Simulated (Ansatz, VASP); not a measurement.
## One calculation of As, two programs

```
As
1.0
     3.57162    0.00000    0.00000
    -1.78581    3.09312    0.00000
     0.00000    0.00000   28.57424
As
2
Cartesian
  0.0000 2.0621 13.5883
  1.7858 1.0310 14.9859
```

Alike in both runs: functional PBE; dispersion D3(BJ); k mesh 9 × 9 × 1; occupations gaussian, width 0.02 eV; no spin polarisation.

Ansatz relaxed the structure, and its values are those at the end. VASP's run is a single point on that final structure, the one shown.

```csv
,VASP,Ansatz
version,VASP 6.6.1,Ansatz 0.2.0
potentials or method,"VASP PAW PBE potentials, release 64 (As)","scalar-relativistic, plane waves, PAW"
plane-wave cutoff (eV),520,420
valence electrons in the cell,10,30
```

|  | VASP | Ansatz | Ansatz less VASP |
| --- | --- | --- | --- |
| gap on the k mesh at the Fermi level (eV) | 1.55 | 1.55 | -0.003 |
| least direct gap on the mesh (eV) | 2.03 | 2.05 | +0.013 |
| rms of the force components (eV/Å) | 0.053 | 0.000 | -0.0528 |

The functional is the same, so the differences come from potentials, cutoffs and numerics. The two sets of potentials don't hold the same shells in valence.
